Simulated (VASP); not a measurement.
# Cu: equation of state with LDA

The system is Cu.

```
Cu
1.0
     1.20202   -3.90240    0.00000
     1.20202    3.90240    0.00000
     0.00000    0.00000    2.44456
Cu
2
Direct
  0.86626 0.13374 0.75000
  0.13374 0.86626 0.25000
```

This isn't the form of Cu at room conditions, which is fcc.

```yaml
Program: VASP 6.6.1
Task: equation of state
Functional: LDA
Potentials_or_basis: VASP PAW LDA potentials, release 64 (Cu)
Cutoff: 520 eV
k_mesh: 10 × 10 × 10
Occupations: fermi-dirac, width 0.05 eV
Spin: no spin polarisation
Ladder: gaps
Further_INCAR_settings: ALGO = Normal; EDIFF = 1e-06
```

```json
{
 "Equilibrium volume": "11.46 Å³/atom",
 "Bulk modulus at fixed shape and positions": "169 GPa",
 "Pressure derivative of the bulk modulus": "5.1 (rough: it moves with the points fitted)"
}
```

Energy against volume, from the lowest point:
```tsv
volume (Å³/atom)	energy (meV/atom)
11.008	10.32
11.238	2.43
11.467	0.00
11.696	2.42
11.926	9.12
```

All runs of the series together: 2.7 min on 1 thread of Intel(R) Xeon(R) Platinum 8488C (Sapphire Rapids), with other jobs on the host.

Caveat: the cell was scaled at fixed shape and fractional positions, which overstates the stiffness of a crystal with free parameters, most of all of layers and chains.
